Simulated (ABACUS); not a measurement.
Crystal: CoO.

```
Co O
1.0
     3.19765    0.00000    0.00000
    -1.59882    2.76924    0.00000
     0.00000    0.00000    5.22871
Co O
2 2
Direct
  0.33333 0.66667 0.50336
  0.00000 0.00000 0.00347
  0.33333 0.66667 0.87156
  0.00000 0.00000 0.37161
```

Measurements of this composition are mostly on another form, of space group No. 225.

| Property | Result |
| --- | --- |
| Program | ABACUS 3.10.1 |
| Task | single point |
| Functional | PBE |
| Potentials or basis | PseudoDojo NC SR 0.4.1 PBE standard |
| Cutoff | 1361 eV |
| Density cutoff | 5442 eV |
| Basis | DZP LCAO (the cutoffs set its grid) |
| k mesh | 10 × 10 × 5 |
| Occupations | fermi-dirac, width 0.05 eV |
| Spin | collinear spin, ferromagnetic start |
| Starting moments | [2.0, 2.0, 0.0, 0.0] μB |

On this cell: pressure 1.9 GPa; largest force 0.301 eV/Å; net moment 5.94 μB per cell; site moments Co +2.62; O +0.35 μB; band gap on the k mesh none (metal or under the smearing width).

The same run follows on a disturbed copy (atoms moved at random, drawn with an rms of 0.05 Å):

```
CELL_PARAMETERS angstrom
3.19765 0.00000 0.00000
-1.59882 2.76924 0.00000
0.00000 0.00000 5.22871
ATOMIC_POSITIONS crystal
Co 0.33601 0.67748 0.49595
Co 0.01168 0.00692 0.00128
O 0.34259 0.66310 0.86246
O 0.98410 0.97670 0.37058
```

**Question.** What does the disturbed cell give?

**Answer.** The energy (extrapolated to zero smearing) moves by +9.0 meV/atom; pressure 2.0 GPa; largest force 0.549 eV/Å; net moment 5.92 μB per cell; site moments Co +2.61; O +0.36, +0.35 μB; band gap on the k mesh none (metal or under the smearing width).

Forces in eV/Å, atoms in the order of the input:
```
Co  -0.070 -0.487 -0.181
Co   0.050 -0.132 -0.362
O   -0.053  0.110  0.535
O    0.073  0.509  0.008
```

Stress tensor (GPa, compression positive):
```
 2.58  0.56  0.00
 0.56 -0.91 -1.53
 0.00 -1.53  4.27
```

Caveats: the atomic orbitals were generated for these runs and aren't a published set; the basis of atomic orbitals isn't converged, which shifts pressures, moduli and gaps; semilocal functionals often make such compounds metallic where correlation or magnetic order opens a gap, which also shifts bond lengths.
